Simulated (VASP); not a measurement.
SnO:

```
Sn O
1.0
     3.21792    0.00000    0.00000
     0.00000    3.21792    0.00000
     0.00000    0.00000    3.03018
Sn O
1 1
Direct
  0.00000 0.00000 0.00000
  0.50000 0.50000 0.50000
```

The cell was built by a generator and needn't be a form met in nature.

The cell isn't the ideal one: epitaxial_xy strain +3.7%.

Base run:

| Property | Result |
| --- | --- |
| Program | VASP 6.6.1 |
| Functional | r2SCAN |
| Potentials or basis | VASP PAW PBE potentials, release 64 (Sn_d, O) |
| Cutoff | 520 eV |
| k mesh | 8 × 8 × 8 |
| Occupations | fermi-dirac, width 0.02 eV |
| Spin | no spin polarisation |

Its results: band gap on the k mesh none (metal or under the smearing width); pressure -4.8 GPa.

Q: The run is repeated on the same cell with these changes: functional from r2SCAN to PBE; further incar settings from ALGO = Normal; EDIFF = 1e-06; NBANDS = 17 to ALGO = Fast; EDIFF = 1e-07; NBANDS = 17. What comes out?

A: Band gap on the k mesh none (metal or under the smearing width); pressure -1.9 GPa.

Caveats: the PAW data sets were made with another functional, which shifts forces and pressure a little (some runs).
